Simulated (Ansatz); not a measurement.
# InP (zinc blende): energy and pressure against volume, part 2 of 2

Aim: for InP (zinc blende), map energy and pressure against volume; the runs are single point and phonons.

Ansatz 0.2.0; DFT PBEsol, scalar-relativistic, plane waves, PAW. Earlier steps stand in the parts before.

## Step 8: Volume × 0.8

input.yaml reads:

```yaml
crystal:
  lattice:
    - [0.0, 2.7246126453, 2.7246126453]
    - [2.7246126453, 0.0, 2.7246126453]
    - [2.7246126453, 2.7246126453, 0.0]
  atoms:
    - { symbol: In, position: [0.0, 0.0, 0.0] }
    - { symbol: P, position: [0.25, 0.25, 0.25] }
scf:
  occupations: { method: fixed }
output:
  forces: true
  stress: true
  eigenvalues: true
  write_density: true
  write_potential: true
  elf: true
  volumetric_format: npy
hamiltonian:
  xc: pbesol
basis:
  ecutwfc: 500
kpoints:
  mp_grid: { grid: [10, 10, 10] }
```

On the command line:

```console
> ansatz run input.yaml --threads 4 --pin off --max-ram 10240MiB --backend cpu --events-out ev --progress --plain --runs-dir out
```

The program printed, shortened:

```text
Warning: RAYON_NUM_THREADS=4 ignored (pool sized by the plan → 4); use --threads N
[...]
Pseudopotentials: kind: paw
Pseudopotential: In, paw, valence charge 13, recommended cutoff 420 eV (normal), In.paw.azcp
Pseudopotential: P, paw, valence charge 5, recommended cutoff 420 eV (normal), P.paw.azcp
Functional definition: PBEsol
[...]
Crystal: 2 atoms, lattice volume = 40.452 Å³
Basis set: ecut = 500 eV, 965 PW (Γ), exchange–correlation on 60×60×60 points (8 copies of the dense FFT grid, shifted against one another)
Bands: 13, of which v1, the nominal top of the filled ones, is band 9 counted from 1 (8 counted from 0)
Symmetry: 24 space group operations
Space group: F-43m (ITA 216), of the structure as read, at distance tolerance 3.4e-5 Å
k-points: 47 of 1000 (time reversal used)
[...]
SCF iter   1: F=—  HF=-6265.208306 eV  |F-HF|=—  |Δ(HF+E_count)|=         —  Δρ=5.62e-3  dr2=1.49e-2  ethr=1.77e-3  ⟨swp⟩=5.3  Hψ=3345  notcnv=0  defer=85
[...]
SCF iter   6: F=-6265.202763 eV  HF=-6265.202763 eV  |F-HF|=3.00e-10  |Δ(HF+E_count)|=   2.72e-8  Δρ=1.87e-6  dr2=8.58e-10  ethr=1.21e-10  ⟨swp⟩=12.1  Hψ=5280  notcnv=0
[...]
SCF converged after 6 iterations
Free energy (F): -6265.202763 eV
[...]
E sigma→0 (E₀):  -6265.202763 eV
Fermi energy:    10.059295 eV
[...]
--- Forces (eV/Å), atoms counted from 1 ---
  atom   1  In     0.00000000     0.00000000    -0.00000000
  atom   2  P     -0.00000000     0.00000000     0.00000000
[...]
--- Stress (GPa, compression-positive) ---
       25.434880      -0.000000       0.000000
        0.000000      25.434880       0.000000
       -0.000000       0.000000      25.434880
  P = ⅓ Tr σ = 25.4349 GPa (254.349 kbar)
--- Band table (eV; the first three rows and the last of 47) ---
  k-point 0: bands = ["-4.8107", "-4.8107", "-4.8107", "-4.5082", "-4.5082", "-3.2528", "10.0593", "10.0593", "10.0593", "11.7846", "13.9408", "13.9408", "13.9408"]
[...]
```

Run time: 1.5 s. Hardware: 4 threads of Arm Neoverse V1, shared host; peak memory 0.36 GiB.

Axes a, b and c in the maps are those of this run's conventional cell (a, b, c = 5.449, 5.449, 5.449 Å).

Density in a lattice plane of the grid's cell (edges 5.45 and 5.45 Å, at 0.000 of the third edge), which holds In.

Ten even steps from '0' (0.02 e/Å³) to '9' (13.04 e/Å³):
```
753100000000000000000135
321000000000000000000012
000000000000000000000000
000000000000000000000000
000000000000000000000000
000000000000000000000000
000000000000000000000000
000000000012321000000000
000000000135753100000000
000000000148984100000000
000000000135753100000000
000000000012321000000000
000000000000000000000000
000000000000000000000000
000000000000000000000000
000000000000000000000000
000000000000000000000000
321000000000000000000012
753100000000000000000135
984100000000000000000148
```
Columns run along the first of these edges and rows up along the second, over one cell in 24 and 20 even steps from the bottom left corner. Atoms in the plane (fractional): In at (0.00, 0.00), In at (0.50, 0.50).

ELF in the same plane.

Values, 12 rows by 12 columns:
```
0.05 0.16 0.24 0.29 0.17 0.06 0.03 0.06 0.17 0.29 0.24 0.16
0.24 0.24 0.34 0.48 0.35 0.17 0.10 0.17 0.35 0.48 0.34 0.24
0.21 0.29 0.48 0.56 0.48 0.29 0.21 0.29 0.48 0.56 0.48 0.29
0.10 0.17 0.35 0.48 0.34 0.24 0.24 0.24 0.34 0.48 0.35 0.17
0.03 0.06 0.17 0.29 0.24 0.16 0.05 0.16 0.24 0.29 0.17 0.06
0.01 0.03 0.10 0.21 0.24 0.05 0.00 0.05 0.24 0.21 0.10 0.03
0.03 0.06 0.17 0.29 0.24 0.16 0.05 0.16 0.24 0.29 0.17 0.06
0.10 0.17 0.35 0.48 0.34 0.24 0.24 0.24 0.34 0.48 0.35 0.17
0.21 0.29 0.48 0.56 0.48 0.29 0.21 0.29 0.48 0.56 0.48 0.29
0.24 0.24 0.34 0.48 0.35 0.17 0.10 0.17 0.35 0.48 0.34 0.24
0.05 0.16 0.24 0.29 0.17 0.06 0.03 0.06 0.17 0.29 0.24 0.16
0.00 0.05 0.24 0.21 0.10 0.03 0.01 0.03 0.10 0.21 0.24 0.05
```
Columns run along the first of these edges and rows up along the second, over one cell in 12 and 12 even steps from the bottom left corner. Atoms in the plane (fractional): In at (0.00, 0.00), In at (0.50, 0.50).

Both are smooth fields of the valence electrons: close to the nuclei they are not physical.

The highest ELF values outside the cores: 0.88 on the P–In line, 0.8 Å from P.

## Step 9: Phonons: volume × 1.04

input.yaml reads:

```yaml
crystal:
  lattice:
    - [0.0, 2.9736228502, 2.9736228502]
    - [2.9736228502, 0.0, 2.9736228502]
    - [2.9736228502, 2.9736228502, 0.0]
  atoms:
    - { symbol: In, position: [0.0, 0.0, 0.0] }
    - { symbol: P, position: [0.25, 0.25, 0.25] }
scf:
  occupations: { method: fixed }
output: {}
hamiltonian:
  xc: pbesol
basis:
  ecutwfc: 500
kpoints:
  mp_grid: { grid: [10, 10, 10] }
phonons:
  method: dfpt
  dielectric: false
  eigenvectors: false
  qpoints: [[0.5, 0.5, 0.5], [0.5, 0, 0.5]]
```

On the command line:

```console
> ansatz run input.yaml --threads 4 --pin off --max-ram 10240MiB --backend cpu --events-out ev --progress --plain --runs-dir out
```

The program printed, shortened:

```text
Warning: RAYON_NUM_THREADS=4 ignored (pool sized by the plan → 4); use --threads N
[...]
[... 4 set-up lines as earlier in the session ...]
[...]
Crystal: 2 atoms, lattice volume = 52.588 Å³
Basis set: ecut = 500 eV, 1363 PW (Γ), exchange–correlation on 64×64×64 points (8 copies of the dense FFT grid, shifted against one another)
Bands: 13, of which v1, the nominal top of the filled ones, is band 9 counted from 1 (8 counted from 0)
[... 1 set-up line as earlier in the session ...]
k-points: 47 of 1000 (time reversal used)
[...]
SCF iter   1: F=—  HF=-6265.866060 eV  |F-HF|=—  |Δ(HF+E_count)|=         —  Δρ=5.43e-3  dr2=2.83e-2  ethr=1.77e-3  ⟨swp⟩=5.2  Hψ=3232  notcnv=0  defer=87
[...]
Fermi energy:    6.348794 eV
[...]
--- Band table (eV; the first three rows and the last of 47) ---
  k-point 0: bands = ["-7.7261", "-7.7261", "-7.7261", "-7.5916", "-7.5916", "-4.9031", "6.3488", "6.3488", "6.3488", "6.7302", "10.3603", "10.3603", "10.3603"]
[...]
--- Phonons (DFPT): 1 translation of the crystal for the acoustic sum rule + reference (Σ response iterations 3, closed at dr2 ≤ 8.7e-16 eV/Å²) ---
  ASR residual per site (eV/Å²): 7.01e-5 5.09e-5
  list q = 0 in phonons.qpoints for the zone centre's modes and force constants
--- Phonons (arbitrary-q DFPT): 2 explicit q-points ---
  q = [0.5, 0.5, 0.5] (2 solved perturbations on 282 of 1000 k-point pairs; hermiticity 4.38e-6, symmetrization 1.44e-6): 54.73 54.73 156.62 288.44 288.44 309.07
  q = [0.5, 0, 0.5] (4 solved perturbations in 546 linear systems a pass and spin channel, the states on 171 of 1000 k-point pairs; hermiticity 9.58e-7, symmetrization 1.40e-9): 67.70 67.70 168.62 296.77 296.77 303.48
  sum rule: each row above includes the acoustic sum rule's correction from the zone centre's row sums; it moved no ω² by more than (0.67 cm⁻¹)²
```

Wall time 34 s (4 threads of Arm Neoverse V1, shared host); peak memory 0.88 GiB.

## Step 10: Phonons: volume × 1

input.yaml, as its differences from that of step 9:

```diff
@@ -2,5 +2,5 @@
   lattice:
-    - [0.0, 2.9736228502, 2.9736228502]
-    - [2.9736228502, 0.0, 2.9736228502]
-    - [2.9736228502, 2.9736228502, 0.0]
+    - [0.0, 2.935, 2.935]
+    - [2.935, 0.0, 2.935]
+    - [2.935, 2.935, 0.0]
   atoms:
```

On the command line:

```console
> ansatz run input.yaml --threads 4 --pin off --max-ram 10240MiB --backend cpu --events-out ev --progress --plain --runs-dir out
```

The program printed, shortened:

```text
Warning: RAYON_NUM_THREADS=4 ignored (pool sized by the plan → 4); use --threads N
[...]
[... 4 set-up lines as earlier in the session ...]
[...]
Crystal: 2 atoms, lattice volume = 50.566 Å³
Basis set: ecut = 500 eV, 1243 PW (Γ), exchange–correlation on 64×64×64 points (8 copies of the dense FFT grid, shifted against one another)
Bands: 13, of which v1, the nominal top of the filled ones, is band 9 counted from 1 (8 counted from 0)
[... 1 set-up line as earlier in the session ...]
k-points: 47 of 1000 (time reversal used)
[...]
SCF iter   1: F=—  HF=-6265.878208 eV  |F-HF|=—  |Δ(HF+E_count)|=         —  Δρ=5.49e-3  dr2=2.68e-2  ethr=1.77e-3  ⟨swp⟩=5.4  Hψ=3261  notcnv=0  defer=87
[...]
Fermi energy:    6.833977 eV
[...]
--- Band table (eV; the first three rows and the last of 47) ---
  k-point 0: bands = ["-7.3155", "-7.3155", "-7.3155", "-7.1623", "-7.1623", "-4.6795", "6.8340", "6.8340", "6.8340", "7.4259", "10.8465", "10.8465", "10.8465"]
[...]
--- Phonons (DFPT): 1 translation of the crystal for the acoustic sum rule + reference (Σ response iterations 2, closed at dr2 ≤ 8.4e-15 eV/Å²) ---
  ASR residual per site (eV/Å²): 2.92e-5 9.17e-5
  list q = 0 in phonons.qpoints for the zone centre's modes and force constants
--- Phonons (arbitrary-q DFPT): 2 explicit q-points ---
  q = [0.5, 0.5, 0.5] (2 solved perturbations on 282 of 1000 k-point pairs; hermiticity 1.77e-6, symmetrization 3.19e-7): 51.52 51.52 162.08 305.17 305.17 325.86
  q = [0.5, 0, 0.5] (4 solved perturbations in 546 linear systems a pass and spin channel, the states on 171 of 1000 k-point pairs; hermiticity 1.36e-6, symmetrization 7.59e-10): 64.01 64.01 175.80 314.67 314.67 319.23
  sum rule: each row above includes the acoustic sum rule's correction from the zone centre's row sums; it moved no ω² by more than (0.90 cm⁻¹)²
```

Run time: 29 s. Hardware: 4 threads of Arm Neoverse V1, shared host; peak memory 0.91 GiB.

## Step 11: Phonons: volume × 0.96

input.yaml, as its differences from that of step 10:

```diff
@@ -2,5 +2,5 @@
   lattice:
-    - [0.0, 2.935, 2.935]
-    - [2.935, 0.0, 2.935]
-    - [2.935, 2.935, 0.0]
+    - [0.0, 2.8953329753, 2.8953329753]
+    - [2.8953329753, 0.0, 2.8953329753]
+    - [2.8953329753, 2.8953329753, 0.0]
   atoms:
```

On the command line:

```console
> ansatz run input.yaml --threads 4 --pin off --max-ram 10240MiB --backend cpu --events-out ev --progress --plain --runs-dir out
```

The program printed, shortened:

```text
Warning: RAYON_NUM_THREADS=4 ignored (pool sized by the plan → 4); use --threads N
[...]
[... 4 set-up lines as earlier in the session ...]
[...]
Crystal: 2 atoms, lattice volume = 48.543 Å³
Basis set: ecut = 500 eV, 1243 PW (Γ), exchange–correlation on 60×60×60 points (8 copies of the dense FFT grid, shifted against one another)
Bands: 13, of which v1, the nominal top of the filled ones, is band 9 counted from 1 (8 counted from 0)
[... 1 set-up line as earlier in the session ...]
k-points: 47 of 1000 (time reversal used)
[...]
SCF iter   1: F=—  HF=-6265.855980 eV  |F-HF|=—  |Δ(HF+E_count)|=         —  Δρ=5.48e-3  dr2=2.52e-2  ethr=1.77e-3  ⟨swp⟩=5.4  Hψ=3284  notcnv=0  defer=87
[...]
Fermi energy:    7.363030 eV
[...]
--- Band table (eV; the first three rows and the last of 47) ---
  k-point 0: bands = ["-6.8783", "-6.8783", "-6.8783", "-6.7036", "-6.7036", "-4.4391", "7.3630", "7.3630", "7.3630", "8.1729", "11.3698", "11.3698", "11.3698"]
[...]
--- Phonons (DFPT): 1 translation of the crystal for the acoustic sum rule + reference (Σ response iterations 2, closed at dr2 ≤ 1.3e-15 eV/Å²) ---
  ASR residual per site (eV/Å²): 6.23e-6 2.68e-5
  list q = 0 in phonons.qpoints for the zone centre's modes and force constants
--- Phonons (arbitrary-q DFPT): 2 explicit q-points ---
  q = [0.5, 0.5, 0.5] (2 solved perturbations on 282 of 1000 k-point pairs; hermiticity 2.11e-6, symmetrization 1.93e-13): 46.89 46.89 167.51 323.25 323.25 344.18
  q = [0.5, 0, 0.5] (4 solved perturbations in 546 linear systems a pass and spin channel, the states on 171 of 1000 k-point pairs; hermiticity 1.87e-6, symmetrization 3.02e-14): 58.20 58.20 183.49 334.08 334.08 336.16
  sum rule: each row above includes the acoustic sum rule's correction from the zone centre's row sums; it moved no ω² by more than (0.48 cm⁻¹)²
```

It took 27 s on 4 threads of Arm Neoverse V1, shared host; peak memory 0.83 GiB.

## Step 12: Phonons: volume × 0.92

input.yaml, as its differences from that of step 11:

```diff
@@ -2,5 +2,5 @@
   lattice:
-    - [0.0, 2.8953329753, 2.8953329753]
-    - [2.8953329753, 0.0, 2.8953329753]
-    - [2.8953329753, 2.8953329753, 0.0]
+    - [0.0, 2.854548205, 2.854548205]
+    - [2.854548205, 0.0, 2.854548205]
+    - [2.854548205, 2.854548205, 0.0]
   atoms:
```

On the command line:

```console
> ansatz run input.yaml --threads 4 --pin off --max-ram 10240MiB --backend cpu --events-out ev --progress --plain --runs-dir out
```

The program printed, shortened:

```text
Warning: RAYON_NUM_THREADS=4 ignored (pool sized by the plan → 4); use --threads N
[...]
[... 4 set-up lines as earlier in the session ...]
[...]
Crystal: 2 atoms, lattice volume = 46.520 Å³
Basis set: ecut = 500 eV, 1243 PW (Γ), exchange–correlation on 60×60×60 points (8 copies of the dense FFT grid, shifted against one another)
Bands: 13, of which v1, the nominal top of the filled ones, is band 9 counted from 1 (8 counted from 0)
[... 1 set-up line as earlier in the session ...]
k-points: 47 of 1000 (time reversal used)
[...]
SCF iter   1: F=—  HF=-6265.789955 eV  |F-HF|=—  |Δ(HF+E_count)|=         —  Δρ=5.51e-3  dr2=2.28e-2  ethr=1.77e-3  ⟨swp⟩=5.5  Hψ=3326  notcnv=0  defer=85
[...]
Fermi energy:    7.942085 eV
[...]
--- Band table (eV; the first three rows and the last of 47) ---
  k-point 0: bands = ["-6.4123", "-6.4123", "-6.4123", "-6.2125", "-6.2125", "-4.1795", "7.9421", "7.9421", "7.9421", "8.9762", "11.9350", "11.9350", "11.9350"]
[...]
--- Phonons (DFPT): 1 translation of the crystal for the acoustic sum rule + reference (Σ response iterations 2, closed at dr2 ≤ 1.6e-16 eV/Å²) ---
  ASR residual per site (eV/Å²): 1.38e-6 1.88e-5
  list q = 0 in phonons.qpoints for the zone centre's modes and force constants
--- Phonons (arbitrary-q DFPT): 2 explicit q-points ---
  q = [0.5, 0.5, 0.5] (2 solved perturbations on 282 of 1000 k-point pairs; hermiticity 2.40e-6, symmetrization 9.06e-13): 40.03 40.03 172.92 342.85 342.85 364.18
  q = [0.5, 0, 0.5] (4 solved perturbations in 546 linear systems a pass and spin channel, the states on 171 of 1000 k-point pairs; hermiticity 2.11e-6, symmetrization 4.41e-13): 49.03 49.03 191.79 354.43 355.17 355.17
  sum rule: each row above includes the acoustic sum rule's correction from the zone centre's row sums; it moved no ω² by more than (0.41 cm⁻¹)²
```

Run time: 26 s. Hardware: 4 threads of Arm Neoverse V1, shared host; peak memory 0.82 GiB.

## Step 13: Energy and pressure against volume

volume (Å³/atom), energy (meV/atom) and a bar:
```
    20.23      332.8 ##############################
    21.24      196.9 ##################
    22.25      103.4 #########
    23.26       43.7 ####
    24.27       11.1 #
    25.28        0.0 
    26.29        6.2 #
```

## Step 14: Results

The summary covers parts 1 to 2.

| step | volume (Å³/atom) | pressure (GPa) | energy above the lowest (meV/atom) | gap on the mesh (eV) | time |
| --- | --- | --- | --- | --- | --- |
| 2 | 26.29 | -2.2 | 6.2 | 0.38 | 2.2 s |
| 3 | 25.28 | 0.3 | 0.0 | 0.59 | 1.4 s |
| 4 | 24.27 | 3.3 | 11.1 | 0.81 | 1.4 s |
| 5 | 23.26 | 7.2 | 43.7 | 1.03 | 1.9 s |
| 6 | 22.25 | 11.9 | 103.4 | 1.26 | 1.2 s |
| 7 | 21.24 | 17.9 | 196.9 | 1.29 | 1.2 s |
| 8 | 20.23 | 25.4 | 332.8 | 1.18 | 1.5 s |

What this shows: One third-order fit doesn't meet energies and pressures over this whole range closely enough, so no modulus is quoted. Measured gap of InP: 1.4236 eV (direct; 1.6 K; a printed reference work, data compilation). This calculation gives 0.59 eV (-0.83 eV). It is a Kohn-Sham gap, without temperature or zero-point motion. Semilocal functionals usually fall short of measured gaps.
